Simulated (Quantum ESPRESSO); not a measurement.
A calculation with Quantum ESPRESSO 7.5 of TiNi (ASE script, structure typed inline):

Contents of run.py:

```python
import numpy as np
from ase.calculators.espresso import Espresso, EspressoProfile
from ase import Atoms

atoms = Atoms(['Ni', 'Ti'],
              cell=[[2.735803, 0.0, 0.0], [0.0, 2.735803, 0.0], [0.0, 0.0, 3.58141]],
              scaled_positions=[[0.0, 0.0, 0.0], [0.5, 0.5, 0.5]],
              pbc=True)
atoms.set_initial_magnetic_moments([1.0, 1.0])

input_data = {
    'control': {'calculation': 'scf', 'prefix': 'pwscf', 'outdir': './tmp', 'tprnfor': True, 'tstress': True, 'disk_io': 'nowf'},
    'system': {'ecutwfc': 45.0, 'ecutrho': 360.0, 'nbnd': 25, 'occupations': 'smearing', 'smearing': 'fd', 'degauss': 0.00367493, 'nspin': 2},
    'electrons': {'conv_thr': 4e-10, 'electron_maxstep': 120, 'mixing_beta': 0.3},
}
pseudopotentials = {'Ti': 'ti_pbesol_v1.4.uspp.F.UPF', 'Ni': 'ni_pbesol_v1.4.uspp.F.UPF'}
profile = EspressoProfile(command='mpirun -n 2 pw.x -nk 2', pseudo_dir='pseudo')
dft = Espresso(profile=profile, input_data=input_data, pseudopotentials=pseudopotentials, kpts=(10, 10, 8), koffset=(0, 0, 0))
atoms.calc = dft

print(f'energy {atoms.get_potential_energy():.8f} eV')
print('forces (eV/A)')
print(np.round(atoms.get_forces(), 6))
print('stress (eV/A^3, Voigt)')
print(np.round(atoms.get_stress(), 8))
print(f'Fermi level {dft.get_fermi_level():.4f} eV')
```

Potentials or basis: GBRV 1.5 PBEsol.

Run with:

```sh
$ OMP_NUM_THREADS=1 python run.py
```

The cell comes from a database or a generator and needn't be the stable form of this composition.

Task: Write the same calculation in another form: native input, structure typed inline.

Result: As run:

The input pw.in:

```
&CONTROL
  calculation = 'scf'
  prefix = 'pwscf'
  outdir = './tmp'
  pseudo_dir = './pseudo'
  tprnfor = .true.
  tstress = .true.
  disk_io = 'low'
/
&SYSTEM
  ibrav = 0
  celldm(1) = 8
  nat = 2
  ntyp = 2
  ecutwfc = 45
  ecutrho = 360
  nbnd = 25
  occupations = 'smearing'
  smearing = 'fd'
  degauss = 0.00367493
  nspin = 2
  starting_magnetization(1) = 0.0556
  starting_magnetization(2) = 0.0833
/
&ELECTRONS
  conv_thr = 4d-10
  electron_maxstep = 120
  mixing_beta = 0.3
/
ATOMIC_SPECIES
Ni    58.6934 ni_pbesol_v1.4.uspp.F.UPF
Ti    47.8670 ti_pbesol_v1.4.uspp.F.UPF
CELL_PARAMETERS alat
  0.6462398001162   0.0000000000000   0.0000000000000
  0.0000000000000   0.6462398001162   0.0000000000000
  0.0000000000000   0.0000000000000   0.8459855049995
ATOMIC_POSITIONS crystal
Ni     0.0000000000    0.0000000000    0.0000000000
Ti     0.5000000000    0.5000000000    0.5000000000
K_POINTS automatic
10 10 8 0 0 0
```

File pp_density.in:

```
&INPUTPP
  prefix = 'pwscf'
  outdir = './tmp'
  filplot = 'density.dat'
  plot_num = 0
/
&PLOT
  nfile = 1
  filepp(1) = 'density.dat'
  iflag = 3
  output_format = 6
  fileout = 'density.cube'
/
```

Contents of pp_potential.in:

```
&INPUTPP
  prefix = 'pwscf'
  outdir = './tmp'
  filplot = 'potential.dat'
  plot_num = 11
/
&PLOT
  nfile = 1
  filepp(1) = 'potential.dat'
  iflag = 3
  output_format = 6
  fileout = 'potential.cube'
/
```

The input pp_spin.in:

```
&INPUTPP
  prefix = 'pwscf'
  outdir = './tmp'
  filplot = 'spin.dat'
  plot_num = 6
/
&PLOT
  nfile = 1
  filepp(1) = 'spin.dat'
  iflag = 3
  output_format = 6
  fileout = 'spin.cube'
/
```

Potentials or basis: GBRV 1.5 PBEsol.

The run is started by

```console
$ OMP_NUM_THREADS=1 mpirun -n 2 pw.x -nk 2 -in pw.in > pw.out
$ OMP_NUM_THREADS=1 mpirun -n 1 pp.x -in pp_density.in > pp_density.out
$ OMP_NUM_THREADS=1 mpirun -n 1 pp.x -in pp_potential.in > pp_potential.out
$ OMP_NUM_THREADS=1 mpirun -n 1 pp.x -in pp_spin.in > pp_spin.out
```

Both were run:

|  | ASE script, structure typed inline | native input, structure typed inline |
| --- | --- | --- |
| Pressure | -6.3 GPa | -6.3 GPa |
| Band gap on the k mesh | none (metal or under the smearing width) | none (metal or under the smearing width) |
| Net moment | 0.00 μB per cell | 0.00 μB per cell |
| Absolute moment | 0.00 μB per cell | 0.00 μB per cell |
| Valence electrons inside the program's atomic spheres | Ni 17.05; Ti 10.12 | Ni 17.05; Ti 10.12 |

Keys that steer only the numerical path or the files written may differ.
